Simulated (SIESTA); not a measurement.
Bi under changes of volume

One of the cells (31.739 Å³/atom); the others are scaled copies at fixed shape and fractional positions:

```
Bi
1.0
    -1.99455    1.99455    1.99455
     1.99455   -1.99455    1.99455
     1.99455    1.99455   -1.99455
Bi
1
Cartesian
  0.0000 0.0000 0.0000
```

This isn't the form of Bi at room conditions, which is rhombohedral.

- Program: SIESTA 5.4.2
- Functional: PBEsol
- Potentials or basis: PseudoDojo 0.4 standard (PBEsol files)
- Basis: DZP (energy shift 0.003 Ry; two zetas on semicore shells)
- Grid cutoff: 500 Ry
- Energy shift: 0.003 Ry
- k mesh: 9 × 9 × 9
- Occupations: fermi-dirac, width 0.05 eV
- Spin: no spin polarisation

```tsv
volume (Å³/atom)	energy over the lowest point (meV/atom)	pressure (GPa)
29.250	?	?
29.872	3.64	1.6
30.495	0.00	0.3
31.739	7.16	-2.0
32.362	16.91	-2.9
32.984	29.90	-3.7
```

What does the run at 29.250 Å³/atom give?

Energy over the lowest point 12.98 meV/atom; pressure 3.1 GPa.

Worked out: A Birch-Murnaghan fit of order 3 (a polynomial in V^(-2/3)) to the other rows has its minimum at 30.62 Å³/atom with B0 = V·E''(V) = 62 GPa and B' = 5.6. It gives 13.07 meV/atom at 29.250 Å³/atom, against the run's 12.98, and -dE/dV = 3.2 GPa, against 3.1.

Energies are extrapolated to zero smearing.

Caveats: the basis of atomic orbitals isn't converged, which shifts pressures, moduli and gaps.
